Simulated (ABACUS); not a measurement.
# InAs (F-43m) in ABACUS: settings compared

One crystal, InAs, is run at these levels: revTPSS, PBE, WC; tasks: relaxation of cell and atoms, single point.

Everything below comes from runs of ABACUS 3.10.1. Logs are shortened: lines on timing, memory, paths and dates and some standing lists are left out, and cuts for length are marked.

**What was measured.**

From a printed reference work, data compilation, for a bulk crystal of InAs at 4.2 K: band gap 0.418 eV (direct).

The runs below are set against these values where they give the same quantity.

## (1) The structure

It takes space group F-43m (No. 216, cubic). The conventional cell has a = 6.036 Å, b = 6.036 Å, c = 6.036 Å, α = 90.00°, β = 90.00°, γ = 90.00°. Around In (site symmetry -43m) lie 4 As at 2.61 Å. As (site symmetry -43m) has 4 In at 2.61 Å as nearest neighbours.

## (2) Relaxation of cell and atoms, revTPSS

INPUT reads:

```
INPUT_PARAMETERS
suffix              InAs
calculation         cell-relax
basis_type          pw
pseudo_dir          ./
symmetry            1
dft_functional      MGGA_X_REVTPSS+MGGA_C_REVTPSS
ecutwfc             97
pseudo_rcut         10
nspin               1
nbands              13
ks_solver           dav
smearing_method     fd
smearing_sigma      0.00367493
scf_thr             1e-08
scf_nmax            100
mixing_type         broyden
mixing_beta         0.7
cal_force           1
cal_stress          1
mixing_tau          1
relax_nmax          60
force_thr_ev        0.005
relax_method        cg
out_stru            1
stress_thr          0.5
kpar                4
```

STRU reads:

```
ATOMIC_SPECIES
In 114.8180 In_ONCV_PBE-1.2.upf
As 74.9216 As_ONCV_PBE-1.2.upf

LATTICE_CONSTANT
8.0655335175

LATTICE_VECTORS
0.0000000000 0.7071067812 0.7071067812
0.7071067812 0.0000000000 0.7071067812
0.7071067812 0.7071067812 0.0000000000

ATOMIC_POSITIONS
Cartesian

In
0.0
1
0.0000000000 0.0000000000 0.0000000000 1 1 1

As
0.0
1
1.0606601718 1.0606601718 1.0606601718 1 1 1
```

KPT reads:

```
K_POINTS
0
Gamma
5 5 5 0 0 0
```

Potentials or basis: SG15 ONCV 1.2 PBE, plane waves.

On the command line:

```sh
> OMP_NUM_THREADS=1 mpirun -np 4 abacus > log
```

running log:

```text
ABACUS v3.10.1

               Atomic-orbital Based Ab-initio Computation at UStc

 ------------------------------------------------------------------------------------

 READING GENERAL INFORMATION
                           global_out_dir = OUT.InAs/
                           global_in_card = INPUT
                               pseudo_dir = ./
                              orbital_dir =
                                    DSIZE = 4
                                    GSIZE = 1

 READING UNITCELL INFORMATION
                                    ntype = 2
                  lattice constant (Bohr) = 8.06553
              lattice constant (Angstrom) = 4.26809

 READING ATOM TYPE 1
                               atom label = In
                      L=0, number of zeta = 1
                      L=1, number of zeta = 1
                      L=2, number of zeta = 1
             number of atom for this type = 1

 READING ATOM TYPE 2
                               atom label = As
                      L=0, number of zeta = 1
                      L=1, number of zeta = 1
                      L=2, number of zeta = 1
             number of atom for this type = 1

                        TOTAL ATOM NUMBER = 2
CARTESIAN COORDINATES ( UNIT =       8.065533517500 Bohr ).
    atom                   x                   y                   z     mag                  vx                  vy                  vz
tauc_In1            0.0000000000        0.0000000000        0.0000000000  0.0000        0.0000000000        0.0000000000        0.0000000000
tauc_As1            1.0606601718        1.0606601718        1.0606601718  0.0000        0.0000000000        0.0000000000        0.0000000000

                          Volume (Bohr^3) = 371.009
                             Volume (A^3) = 54.9778

 Lattice vectors: (Cartesian coordinate: in unit of a_0)
                   +0           +0.707107           +0.707107
            +0.707107                  +0           +0.707107
            +0.707107           +0.707107                  +0
 Reciprocal vectors: (Cartesian coordinate: in unit of 2 pi/a_0)
            -0.707107           +0.707107           +0.707107
            +0.707107           -0.707107           +0.707107
            +0.707107           +0.707107           -0.707107
 The esolver type has been set to : ksdft_pw

                PAO radial cut off (Bohr) = 10

 Read in pseudopotential file is In_ONCV_PBE-1.2.upf
                     pseudopotential type = NC
          exchange-correlation functional = PBE
                 nonlocal core correction = 0
                        valence electrons = 13
                                     lmax = 2
                           number of zeta = 0
                     number of projectors = 6
                           L of projector = 0
                           L of projector = 0
                           L of projector = 1
                           L of projector = 1
                           L of projector = 2
                           L of projector = 2
 XC functional updated to : MGGA_X_REVTPSS+MGGA_C_REVTPSS
          exchange-correlation functional = MGGA_X_REVTPSS+MGGA_C_REVTPSS
                PAO radial cut off (Bohr) = 10

 Read in pseudopotential file is As_ONCV_PBE-1.2.upf
                     pseudopotential type = NC
          exchange-correlation functional = PBE
                 nonlocal core correction = 0
                        valence electrons = 5
                                     lmax = 2
                           number of zeta = 0
                     number of projectors = 6
                           L of projector = 0
                           L of projector = 0
                           L of projector = 1
                           L of projector = 1
                           L of projector = 2
                           L of projector = 2
 XC functional updated to : MGGA_X_REVTPSS+MGGA_C_REVTPSS
          exchange-correlation functional = MGGA_X_REVTPSS+MGGA_C_REVTPSS
     initial pseudo atomic orbital number = 0

 SETUP THE ELECTRONS NUMBER
            electron number of element In = 13
      total electron number of element In = 13
            electron number of element As = 5
      total electron number of element As = 5
            AUTOSET number of electrons:  = 18
                           occupied bands = 9
                                   NBANDS = 13
                                   NLOCAL = 18
[... 158 lines left out ...]
                                 init_chg = atomic

 PW ALGORITHM --------------- ION=   1  ELEC=   1--------------------------------
 Notice: Threshold on eigenvalues was too large.
 hsover_error=0.18 > DRHO=0.111023
 Origin diag ethr = 0.01
 New diag ethr = 0.000616797
[... 104 lines left out ...]
 charge density convergence is achieved
 final etot is -1591.2679642 eV
 EFERMI = 7.2823462007 eV

 STATE ENERGY(eV) AND OCCUPATIONS    NSPIN == 1
[... levels at 3 further k points ...]

------------------------------------------------------------------------------------------
 TOTAL-FORCE (eV/Angstrom)
------------------------------------------------------------------------------------------
                       In1         0.0000000000         0.0000000000         0.0000000000
                       As1         0.0000000000         0.0000000000         0.0000000000
------------------------------------------------------------------------------------------
[... 13 lines left out ...]
 Largest gradient in stress is 32.542555 kbar.
 Threshold is 0.500000 kbar.

 Relaxation is not converged yet!
CARTESIAN COORDINATES ( UNIT =       8.065533517500 Bohr ).
    atom                   x                   y                   z     mag                  vx                  vy                  vz
tauc_In1            0.0000000000        0.0000000000        0.0000000000  0.0000        0.0000000000        0.0000000000        0.0000000000
tauc_As1            1.0902706168        1.0902706168        1.0902706168  0.0000        0.0000000000        0.0000000000        0.0000000000

                          Volume (Bohr^3) = 402.956757
                             Volume (A^3) = 59.711959
[... 10 lines left out ...]
 -------------------------------------------
 STEP OF RELAXATION : 2
 -------------------------------------------

[... set-up of the moved cell ...]

 PW ALGORITHM --------------- ION=   2  ELEC=   1--------------------------------
 Notice: Threshold on eigenvalues was too large.
 hsover_error=0.180000 > DRHO=0.000958
 Origin diag ethr = 0.010000
 New diag ethr = 0.000005

 Density error is 0.000112006680
                          Error Threshold = 0.000005322059
----------------------------------------------------------
     Energy           Rydberg                 eV
----------------------------------------------------------
 E_KohnSham     -116.9564954119      -1591.2747557126
 E_Harris       -117.0477954493      -1592.5169564485
 E_Fermi        0.4626385874         6.2945209029
----------------------------------------------------------

[... 3 further cycles ...]
 PW ALGORITHM --------------- ION=   2  ELEC=   5--------------------------------

 Density error is 0.000000007979
                          Error Threshold = 0.000000001663
----------------------------------------------------------
     Energy           Rydberg                 eV
----------------------------------------------------------
 E_KohnSham     -116.9577859931      -1591.2923149704
 E_KS(sigma->0) -116.9577288012      -1591.2915368350
 E_Harris       -116.9578247191      -1591.2928418654
 E_band         -4.8860081691        -66.4775515746
 E_one_elec     -48.0520444751       -653.7816054109
 E_Hartree      32.5944325117        443.4700052350
 E_xc           -16.7469454393       -227.8538820695
 E_Ewald        -84.7531142066       -1153.1252764541
 E_entropy(-TS) -0.0001143838        -0.0015562708
 E_descf        0.0000000000         0.0000000000
[... 4 lines left out ...]
 charge density convergence is achieved
 final etot is -1591.29231497041 eV
 EFERMI = 6.27119243866 eV

 STATE ENERGY(eV) AND OCCUPATIONS    NSPIN == 1
[... levels at 3 further k points ...]

------------------------------------------------------------------------------------------
 TOTAL-FORCE (eV/Angstrom)
------------------------------------------------------------------------------------------
                       In1         0.0000000000         0.0000000000         0.0000000000
                       As1         0.0000000000         0.0000000000         0.0000000000
------------------------------------------------------------------------------------------
[... 13 lines left out ...]
 Largest gradient in stress is 12.644225 kbar.
 Threshold is 0.500000 kbar.

 Relaxation is not converged yet!
CARTESIAN COORDINATES ( UNIT =       8.065533517500 Bohr ).
    atom                   x                   y                   z     mag                  vx                  vy                  vz
tauc_In1            0.0000000000        0.0000000000        0.0000000000  0.0000        0.0000000000        0.0000000000        0.0000000000
tauc_As1            1.0807008948        1.0807008948        1.0807008948  0.0000        0.0000000000        0.0000000000        0.0000000000

                          Volume (Bohr^3) = 392.438903
                             Volume (A^3) = 58.153376
[... 10 lines left out ...]
 -------------------------------------------
 STEP OF RELAXATION : 3
 -------------------------------------------

[... set-up of the moved cell ...]

 PW ALGORITHM --------------- ION=   3  ELEC=   1--------------------------------
 Notice: Threshold on eigenvalues was too large.
 hsover_error=0.180000 > DRHO=0.000235
 Origin diag ethr = 0.010000
 New diag ethr = 0.000001

 Density error is 0.000138269072
                          Error Threshold = 0.000001306957
----------------------------------------------------------
     Energy           Rydberg                 eV
----------------------------------------------------------
 E_KohnSham     -116.9580278716      -1591.2956058972
 E_Harris       -116.8741075222      -1590.1538109660
 E_Fermi        0.4819687665         6.5575214818
----------------------------------------------------------

[... 3 further cycles ...]
 PW ALGORITHM --------------- ION=   3  ELEC=   5--------------------------------

 Density error is 0.000000005172
                          Error Threshold = 0.000000000172
----------------------------------------------------------
     Energy           Rydberg                 eV
----------------------------------------------------------
 E_KohnSham     -116.9582506479      -1591.2986369237
 E_KS(sigma->0) -116.9581937057      -1591.2978621859
 E_Harris       -116.9580958646      -1591.2965309882
 E_band         -4.5468582302        -61.8631799292
 E_one_elec     -46.8753829699       -637.7723043222
 E_Hartree      32.1921402577        437.9965383201
 E_xc           -16.7712819527       -228.1849973209
 E_Ewald        -85.5036120988       -1163.3363241251
 E_entropy(-TS) -0.0001138843        -0.0015494756
 E_descf        0.0000000000         0.0000000000
[... 73 lines left out ...]
 Largest gradient in stress is 0.007439 kbar.
 Threshold is 0.500000 kbar.

 Relaxation is converged!

 --------------------------------------------
 !FINAL_ETOT_IS -1591.2986369237012241 eV
 --------------------------------------------
```

It took 48 s on 4 MPI ranks of AMD EPYC 7R43 (Zen 3), shared host; peak memory 0.56 GiB.

What came out:

```yaml
Free_energy: -1591.2986 eV
Relaxed_volume: 29.08 Å³/atom
Relaxed_cell: a = 4.349 Å, b = 4.349 Å, c = 4.349 Å, α = 60.00°, β = 60.00°, γ = 60.00°
Space_group_after_relaxing_to_0.05_Å: F-43m (No. 216)
Energy_gained_by_relaxing: 15.3 meV/atom
Ionic_steps: 3
Pressure_after_relaxing: 0.0 GPa
Band_gap_on_the_k_mesh: none (metal or under the smearing width)
```

The path:
```
step  energy change (eV)  largest force (eV/Å)  pressure (GPa)  volume (Å³)
   1              0.0000                0.0000            3.25        54.98
   2             -0.0244                0.0000           -1.26        59.71
   3             -0.0307                0.0000            0.00        58.15
```

Final structure:
```cif
data_structure
_symmetry_space_group_name_H-M 'P 1'
_symmetry_Int_Tables_number 1
_cell_length_a 4.3487
_cell_length_b 4.3487
_cell_length_c 4.3487
_cell_angle_alpha 60.000
_cell_angle_beta 60.000
_cell_angle_gamma 60.000
_cell_volume 58.15
loop_
_atom_site_label
_atom_site_type_symbol
_atom_site_fract_x
_atom_site_fract_y
_atom_site_fract_z
_atom_site_occupancy
In1 In 0.00000 0.00000 0.00000 1
As1 As 0.75000 0.75000 0.75000 1
```

Caveat: the k mesh is coarse (spacing up to 0.36 Å⁻¹), so the values aren't converged; the potentials were made for another functional, which shifts forces and pressure; this crystal is a semiconductor, whose small gap the functional closes, so the metal is an error of the method.

## (3) Single point, PBE

INPUT reads:

```
INPUT_PARAMETERS
suffix              InAs
calculation         scf
basis_type          lcao
pseudo_dir          ./
orbital_dir         ./
symmetry            1
dft_functional      pbe
ecutwfc             100
pseudo_rcut         10
nspin               1
nbands              24
ks_solver           genelpa
smearing_method     fd
smearing_sigma      0.00367493
scf_thr             1e-07
scf_nmax            100
mixing_type         broyden
mixing_beta         0.7
cal_force           1
cal_stress          1
out_mul             1
out_chg             1
```

STRU reads:

```
ATOMIC_SPECIES
In 114.8180 49_In_13_2.5_3.1_pbe_n_v1.0.upf
As 74.9216 33_As_15_1.8_2.1_pbe_n_v1.0.upf

NUMERICAL_ORBITAL
In_confined-atom_8au_3s3p3d1f.orb
As_confined-atom_7au_3s3p3d1f.orb

LATTICE_CONSTANT
1.8897261246

LATTICE_VECTORS
0.0000000000 3.0180000000 3.0180000000
3.0180000000 0.0000000000 3.0180000000
3.0180000000 3.0180000000 0.0000000000

ATOMIC_POSITIONS
Direct

In
0.0
1
0.0000000000 0.0000000000 0.0000000000 1 1 1

As
0.0
1
0.7500000000 0.7500000000 0.7500000000 1 1 1
```

KPT reads:

```
K_POINTS
0
Gamma
7 7 7 0 0 0
```

Potentials or basis: SPMS ONCV 1.0 PBE, TZDP LCAO (the cutoffs set its grid).

On the command line:

```sh
> OMP_NUM_THREADS=1 mpirun -np 4 abacus > log
```

running log:

```text
ABACUS v3.10.1

               Atomic-orbital Based Ab-initio Computation at UStc

 ------------------------------------------------------------------------------------

 READING GENERAL INFORMATION
                           global_out_dir = OUT.InAs/
                           global_in_card = INPUT
                               pseudo_dir = ./
                              orbital_dir = ./
                                    DSIZE = 4
                                    GSIZE = 1

 READING UNITCELL INFORMATION
                                    ntype = 2
                  lattice constant (Bohr) = 1.88973
              lattice constant (Angstrom) = 1

 READING ATOM TYPE 1
                               atom label = In
                      L=0, number of zeta = 3
                      L=1, number of zeta = 3
                      L=2, number of zeta = 3
                      L=3, number of zeta = 1
             number of atom for this type = 1

 READING ATOM TYPE 2
                               atom label = As
                      L=0, number of zeta = 3
                      L=1, number of zeta = 3
                      L=2, number of zeta = 3
                      L=3, number of zeta = 1
             number of atom for this type = 1

                        TOTAL ATOM NUMBER = 2
DIRECT COORDINATES
    atom                   x                   y                   z     mag                  vx                  vy                  vz
[... 344 lines left out ...]
 E_band         -20.9893465202       -285.5747099709
 E_one_elec     -147.8115437117      -2011.0792246557
 E_Hartree      88.8584379657        1208.9810717128
 E_xc           -76.1188214371       -1035.6496965895
 E_Ewald        -185.7898304086      -2527.8003240101
 E_entropy(-TS) -0.0000532809        -0.0007249233
 E_descf        0.0000000000         0.0000000000
 E_exx          0.0000000000         0.0000000000
 E_Fermi        0.6545551652         8.9056799025
----------------------------------------------------------

 charge density convergence is achieved
 final etot is -4365.5488985 eV
 EFERMI = 8.9056799025 eV

 STATE ENERGY(eV) AND OCCUPATIONS    NSPIN == 1
 1/20 kpoint (Cartesian) = 0.0000 0.0000 0.0000 (1559 pws)
       1       -26.1966     0.00583090
       2       -26.1966     0.00583090
       3       -26.1966     0.00583090
       4       -26.1832     0.00583090
       5       -26.1832     0.00583090
       6       -5.64626     0.00583090
[... 146 lines left out ...]
      23        22.3523        0.00000
      24        23.9287        0.00000

[... levels at 14 further k points ...]

 correction force for each atom along direction 1 is 0.0157038
 correction force for each atom along direction 2 is -0.000365508
 correction force for each atom along direction 3 is 0.00170753
------------------------------------------------------------------------------------------
 TOTAL-FORCE (eV/Angstrom)
------------------------------------------------------------------------------------------
                       In1         0.0000000000         0.0000000000         0.0000000000
                       As1         0.0000000000         0.0000000000         0.0000000000
------------------------------------------------------------------------------------------

----------------------------------------------------------------
 TOTAL-STRESS (KBAR)
----------------------------------------------------------------
        49.8257543534         0.0000000000        -0.0000000000
        -0.0000000000        49.8257543534         0.0000000000
         0.0000000000         0.0000000000        49.8257543534
----------------------------------------------------------------
 TOTAL-PRESSURE: 49.825754 KBAR

 --------------------------------------------
 !FINAL_ETOT_IS -4365.5488984657613400 eV
 --------------------------------------------
```

stdout:

```text
ABACUS v3.10.1

               Atomic-orbital Based Ab-initio Computation at UStc

%%%%%%%%%%%%%%%%%%%%%%%%%%%%%%%%%%%%%%%%%%%%%%%%%%%%%%%%%%%%%%%%%%%%%%%%%%%%%%%%%%%%%%%%%%%%%%%%%%%%%%%%%
 Warning: the number of valence electrons in pseudopotential > 3 for In: [Kr] 4d10 5s2 5p1
[... 36 lines left out ...]
 TOTAL-STRESS (KBAR)
----------------------------------------------------------------
        49.8257543534         0.0000000000        -0.0000000000
        -0.0000000000        49.8257543534         0.0000000000
         0.0000000000         0.0000000000        49.8257543534
----------------------------------------------------------------
 TOTAL-PRESSURE: 49.825754 KBAR
```

Run time: 5.5 s. Hardware: 4 MPI ranks of AMD EPYC 9R45 (Zen 5), shared host; peak memory 0.6 GiB.

Results:

- Free energy: -4365.5489 eV
- Pressure: 5.0 GPa
- Band gap on the k mesh: none (metal or under the smearing width)
- Mulliken charges: In -0.29; As +0.29 e

Caveat: the atomic orbitals were generated for these runs and aren't a published set; Mulliken charges move with the basis; the basis of atomic orbitals isn't converged, which shifts pressures, moduli and gaps.

[end of part 1 of 2]
